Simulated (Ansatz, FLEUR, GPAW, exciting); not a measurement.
# C: 4 runs at one level of theory

```
C
1.0
     0.00000    1.78337    1.78337
     1.78337    0.00000    1.78337
     1.78337    1.78337    0.00000
C
2
Direct
  0.75000 0.75000 0.75000
  0.50000 0.50000 0.50000
```

Alike in all runs: task band structure; functional revPBE; k mesh 13 × 13 × 13; occupations fermi-dirac, width 0.05 eV; no spin polarisation; no spin-orbit coupling. Pressure is positive in compression and, in plane waves, holds the error of the finite cutoff. Gaps are the smaller of the mesh's and the band path's.

| program and potentials | plane-wave cutoff (eV) | notes | band gap (eV) | pressure (GPa) |
| --- | --- | --- | --- | --- |
| GPAW, the program's PAW data sets (release 1.2.1) made for this functional | 800 | - | 4.12 | 6.08 |
| Ansatz, all-electron LAPW, scalar-relativistic | - | - | 4.14 | 6.38 |
| exciting, all-electron LAPW+lo, shipped species files, valence relativity iora* | - | - | 4.14 | - |
| FLEUR, all-electron, FLAPW | - | - | 4.13 | - |

The band gap spans 4.12 (GPAW, the program's PAW data sets (release 1.2.1) made for this functional) to 4.14 eV (Ansatz, all-electron LAPW, scalar-relativistic), with all-electron results at 4.13 to 4.14. The pressure spans 6.08 (GPAW, the program's PAW data sets (release 1.2.1) made for this functional) to 6.38 GPa (Ansatz, all-electron LAPW, scalar-relativistic), with all-electron results at 6.38. The paths' points differ, which is worth about 0.01 eV.

The functional is the same throughout but for its coding, so the spread measures potentials, basis and numerics; runs on potential files found faulty are left out.
